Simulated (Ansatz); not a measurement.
Band table of YN

```yaml
crystal:
  lattice:
    - [0.00000, 1.87620, 1.87620]
    - [1.87620, 0.00000, 1.87620]
    - [1.87620, 1.87620, 0.00000]
  atoms:
    - { symbol: Y, position: [0.00000, 0.00000, 0.00000] }
    - { symbol: N, position: [0.50000, 0.50000, 0.50000] }
```

The base volume is that of a database entry, with shape and atoms relaxed on PAW files at held volume, so it needn't be at zero pressure; the structure needn't be the stable phase, at rest or compressed.

Level of theory: DFT with PBE, scalar-relativistic, in Ansatz 0.2.0; a Γ-centred 13×13×13 k mesh, Fermi–Dirac smearing of 0.05 eV, no spin polarisation. PAW: frozen-core files, cutoff 420 eV.

This run: volume at 0.45 of the series' base cell.

Path points, in fractions of the reciprocal vectors: Γ (0.000, 0.000, 0.000), X (0.500, 0.000, 0.500), U (0.625, 0.250, 0.625), K (0.375, 0.375, 0.750), L (0.500, 0.500, 0.500), W (0.500, 0.250, 0.750). The distance column jumps between branches of the path. Levels in eV from the Fermi level; bands 2 to 10, counted from the lowest band of the run. The gap is zero, the pressure 589.2 GPa.

```
# k(1/Å) point b2 b3 b4 b5 b6 b7 b8 b9 b10
0.000 Γ -18.78 -18.78 -18.78 -14.14 -1.96 -1.96 -1.96 1.38 1.38
0.279 - -19.83 -19.03 -19.03 -12.96 -3.99 -2.09 -2.09 0.52 2.42
0.558 - -21.61 -19.69 -19.69 -11.74 -6.21 -2.02 -2.02 -1.17 4.91
0.837 - -23.28 -20.48 -20.48 -13.53 -4.69 -2.79 -1.53 -1.53 8.04
1.116 - -24.66 -21.20 -21.20 -16.03 -4.03 -1.64 -0.78 -0.78 9.24
1.395 - -25.62 -21.68 -21.68 -17.75 -4.80 -0.08 -0.08 1.14 10.33
1.674 X -25.99 -21.85 -21.85 -18.35 -5.06 0.21 0.21 2.35 10.80
1.773 - -25.96 -22.06 -21.82 -18.15 -4.95 0.04 0.16 2.31 11.02
1.872 - -25.88 -22.57 -21.75 -17.66 -4.65 -0.42 0.04 2.19 11.62
1.970 - -25.75 -23.21 -21.63 -17.04 -4.19 -1.08 -0.13 2.00 11.75
2.069 - -25.58 -23.87 -21.46 -16.37 -3.65 -1.87 -0.24 1.73 10.72
2.168 - -25.35 -24.50 -21.26 -15.71 -3.25 -2.70 -0.10 1.41 9.73
2.266 U -25.07 -25.06 -21.01 -15.06 -3.54 -3.18 0.50 1.03 8.78
3.292 K -25.07 -25.06 -21.01 -15.06 -3.54 -3.18 0.50 1.03 8.78
3.588 - -26.09 -24.01 -20.11 -13.14 -5.76 -4.37 -0.28 4.27 6.29
3.884 - -25.94 -22.66 -19.20 -11.25 -7.11 -5.98 -1.53 4.28 5.92
4.180 - -24.67 -21.22 -18.63 -10.03 -7.11 -6.79 -2.35 2.74 3.97
4.476 - -22.61 -19.94 -18.55 -11.00 -5.69 -5.32 -2.51 1.73 2.54
4.772 - -20.22 -19.08 -18.70 -12.89 -3.42 -3.15 -2.18 1.34 1.67
5.068 Γ -18.78 -18.78 -18.78 -14.14 -1.96 -1.96 -1.96 1.38 1.38
5.310 - -19.89 -18.80 -18.80 -13.24 -2.73 -2.73 -2.52 1.52 1.77
5.551 - -22.03 -18.87 -18.87 -11.74 -4.27 -4.27 -3.75 2.00 2.85
5.793 - -24.25 -18.95 -18.95 -10.48 -5.79 -5.79 -5.09 3.06 4.51
6.035 - -26.18 -19.01 -19.01 -9.57 -7.00 -7.00 -6.30 4.78 6.60
6.276 - -27.54 -19.05 -19.05 -8.86 -7.77 -7.77 -7.31 6.95 8.78
6.518 L -28.03 -19.06 -19.06 -8.21 -8.08 -8.03 -8.03 8.54 9.92
6.715 - -27.92 -19.57 -19.22 -9.92 -7.96 -7.37 -6.10 8.16 8.33
6.913 - -27.57 -20.75 -19.70 -11.33 -7.72 -5.68 -4.07 6.43 7.02
7.110 - -27.00 -22.09 -20.54 -12.26 -7.35 -3.61 -2.25 4.88 5.63
7.307 - -26.23 -23.23 -21.65 -12.75 -6.93 -1.74 -0.92 3.90 4.44
7.505 - -25.26 -24.00 -22.89 -12.95 -6.58 -0.54 -0.30 3.57 3.74
7.702 W -24.27 -24.27 -23.99 -13.00 -6.44 -0.17 -0.17 3.56 3.56
7.841 - -24.76 -23.90 -23.73 -13.47 -5.89 -1.13 0.59 2.28 5.23
7.981 - -25.18 -23.62 -23.19 -14.55 -4.60 -2.25 1.19 1.40 7.16
8.121 - -25.53 -23.19 -22.67 -15.80 -3.35 -3.02 0.83 1.67 9.22
8.260 - -25.78 -22.64 -22.24 -17.01 -4.25 -1.47 0.48 2.04 11.28
8.400 - -25.93 -22.11 -21.95 -17.96 -4.85 -0.26 0.28 2.27 11.21
8.539 X -25.99 -21.85 -21.85 -18.35 -5.06 0.21 0.21 2.35 10.80
```
